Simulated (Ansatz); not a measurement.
**BeTe (rocksalt type): how the settings move a single-point run**

How sensitive is a single-point run of BeTe (rocksalt type) to its settings? A reference run comes first, then one run with altered input.

Computed with Ansatz 0.2.0 (reference: DFT, PBEsol, all-electron PAW with datasets made for the crystal, scalar-relativistic, unless a step's input says otherwise).

## (1) The system as given

It takes space group Fm-3m (No. 225, cubic). Conventional cell: a = 5.301 Å, b = 5.301 Å, c = 5.301 Å, α = 90.00°, β = 90.00°, γ = 90.00°. Be (site symmetry m-3m) is surrounded by 6 Te at 2.65 Å. Te (site symmetry m-3m) is surrounded by 6 Be at 2.65 Å.

Coordinates:

```xyz
2
Lattice="0.0000 2.6507 2.6507 2.6507 0.0000 2.6507 2.6507 2.6507 0.0000" Properties=species:S:1:pos:R:3 pbc="T T T"
Be    0.0000    0.0000    0.0000
Te    2.6507    2.6507    2.6507
```

## (2) The reference run

File input.yaml:

```yaml
crystal:
  lattice:
    - [0.0, 2.6507383111, 2.6507383111]
    - [2.6507383111, 0.0, 2.6507383111]
    - [2.6507383111, 2.6507383111, 0.0]
  atoms:
    - { symbol: Be, position: [0.0, 0.0, 0.0] }
    - { symbol: Te, position: [0.5, 0.5, 0.5] }
kpoints:
  mp_grid: { grid: [15, 15, 15] }
scf:
  occupations: { method: fermi_dirac, width: 0.08 }
hamiltonian:
  xc: pbesol
  pseudopotentials: { kind: all_electron, datasets: crystal }
output:
  forces: true
  stress: true
  eigenvalues: true
```

The run is started by

```bash
$ ansatz run input.yaml --threads 1 --pin off --max-ram 2048MiB --backend cpu --events-out ev --progress --plain --runs-dir out
```

## (3) Changing settings: occupations.method methfessel_paxton, occupations.width 0.01

Changes to input.yaml since step 2:

```diff
@@ -11,3 +11,3 @@
 scf:
-  occupations: { method: fermi_dirac, width: 0.08 }
+  occupations: { method: methfessel_paxton, width: 0.01 }
 hamiltonian:
```

What does the calculation give? Wanted: for each run, ending; energy change; pressure; gap; force.

As calculated:

| run | ending | energy change | pressure (GPa) | gap (eV) | force (eV/Å) | cycles | time |
| --- | --- | --- | --- | --- | --- | --- | --- |
| reference | converged | 0 | 0.0 | 0.00 | 0.00 | 7 | 4.8 s |
| 1: occupations.method methfessel_paxton, occupations.width 0.01 | converged | -0.4 meV/atom (σ→0) | 0.0 | 0.00 | 0.00 | 7 | 4.7 s |

Residual by cycle in the longest SCF loop of each run; runs are numbered as in the table. The quantity is the density residual dr2, in eV.

```csv
cycle,reference,run 1
1,0.0473,0.0474
2,0.0195,0.0125
3,8.3e-4,3.3e-4
4,2.3e-4,1.0e-4
5,1.3e-5,2.7e-6
6,4.3e-7,1.1e-7
7,1.0e-8,4.4e-9
```

**Reading.** Changing the smearing leaves the energy as it was (-0.4 meV/atom).
